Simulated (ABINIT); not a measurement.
TePb: band structure with BP86

**The experiment to reproduce.**

From a printed reference work, monograph, for a bulk crystal of TePb at 4.2 K: band gap 0.19 eV (direct).

The system is TePb.

```
CELL_PARAMETERS angstrom
0.00000 3.23100 3.23100
3.23100 0.00000 3.23100
3.23100 3.23100 0.00000
ATOMIC_POSITIONS crystal
Pb 0.00000 0.00000 0.00000
Te 0.50000 0.50000 0.50000
```

```
Program                                         : ABINIT 10.8.3 (patched build)
Task                                            : band structure
Functional                                      : BP86
Potentials or basis                             : JTH PAW PBE v2.0 sp
Cutoff                                          : 408 eV
k mesh                                          : 7 × 7 × 7
Occupations                                     : fermi-dirac, width 0.05 eV
Spin                                            : no spin polarisation
Fine-grid cutoff                                : 816.342 eV
Exchange and correlation inside the PAW spheres : full angular mesh (pawxcdev 0, this build's default; the released program takes 1)
```

* Pressure: 2.5 GPa
* Band gap along the path: 0.75 eV, direct
* Valence electrons inside the program's atomic spheres: Pb 2.57; Te 3.14

Levels at the corners of the path, in eV from the Fermi level:
| point | band 3 | band 4 | band 5 | band 6 | band 7 | band 8 |
| --- | --- | --- | --- | --- | --- | --- |
| Γ | -1.73 | -1.73 | -1.73 | 3.71 | 3.71 | 3.71 |
| X | -4.89 | -3.19 | -3.19 | 2.97 | 5.08 | 5.08 |
| W | -4.18 | -4.18 | -0.78 | 1.23 | 4.90 | 4.90 |
| K | -4.51 | -2.71 | -2.50 | 3.19 | 3.34 | 4.79 |
| Γ | -1.73 | -1.73 | -1.73 | 3.71 | 3.71 | 3.71 |
| L | -1.31 | -1.31 | -0.42 | 0.34 | 0.82 | 0.82 |
| U | -4.51 | -2.71 | -2.50 | 3.19 | 3.34 | 4.79 |
| W | -4.18 | -4.18 | -0.78 | 1.23 | 4.90 | 4.90 |
| L | -1.31 | -1.31 | -0.42 | 0.34 | 0.82 | 0.82 |
| K | -4.51 | -2.71 | -2.50 | 3.19 | 3.34 | 4.79 |

Run time: 39 s on 1 thread of Arm Neoverse V1, on a shared host, peak memory 0.12 GiB.

A measured gap of TePb is 0.19 eV (direct; 4.2 K; a printed reference work, monograph); the calculated 0.75 eV misses it by +0.56 eV. Spin-orbit coupling on Pb, Te is left out. The value is that of BP86, without temperature or zero-point motion.

Caveat: this odd mesh misses L, where the gap lies, so gap, dielectric constants and Born charges aren't listed; the PAW data sets were made with another functional, which shifts forces and pressure a little; spin-orbit coupling is left out, which moves the levels of the heavy elements; this set keeps more shells in the core, which shifts pressures and gaps.
